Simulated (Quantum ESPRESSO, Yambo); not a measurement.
Planning a run of Yambo 5.3.0 on BeTe (F-43m). The input:

```
HF_and_locXC
gw0
dyson
ppa
em1d
rim_cut
RandQpts= 1000000
RandGvec= 1 RL
EXXRLvcs= 88 Ry
VXCRLvcs= 352 Ry
Chimod= "HARTREE"
% BndsRnXp
 1 | 218 |
%
NGsBlkXp= 17 Ry
% LongDrXp
 1 | 1 | 1 |
%
% GbndRnge
 1 | 218 |
%
DysSolver= "n"
ExtendOut
PPAPntXp= 27.21138 eV
% QPkrange
 1 | 1 | 13 | 16 |
 13 | 13 | 13 | 16 |
%
```

The database entry behind the starting cell differs from later determinations by our own check (an axis about 1.5 % short against later determinations), so it need not match the best structure at ambient conditions.

```sh
OMP_NUM_THREADS=1 mpirun -n 4 yambo -F gw12.in -J gw12 -C gw12 > gw12.log
```

The stored states that it reads are on a 6×6×6 mesh. The structure is cubic, space group F-43m (No. 216). The conventional cell has a = 5.540 Å, b = 5.540 Å, c = 5.540 Å, α = 90.00°, β = 90.00°, γ = 90.00°. Nearest to Be lie 4 Te at 2.40 Å. Nearest to Te lie 4 Be at 2.40 Å. Farther neighbours and most contacts between anions are not listed.

Question: Estimate wall time and host memory on 4 MPI ranks of Arm Neoverse V1, shared host.

It took 27 min; on shared hardware allow 13 min to 54 min. Peak host memory was 2.6 GiB.

The screening grows as filled bands × empty bands × pairs of k points, times the square of the screening basis for the matrix.

[Paths, hosts, dates, memory and timing lines, banners, echoed tables and standing remarks are left out of the program output.]

[Logs are printed without paths, hosts, clocks, repeated set-up lines and the standing remarks that a program may print on its own settings, such as how far it seeks lower states.]

[Runs of the session that timed out or met a known fault of the program may be left out.]

[Hosts, paths, dates, database ids (printed as entryN), source tags and the programs' standing remarks are cut or masked in the printed files.]
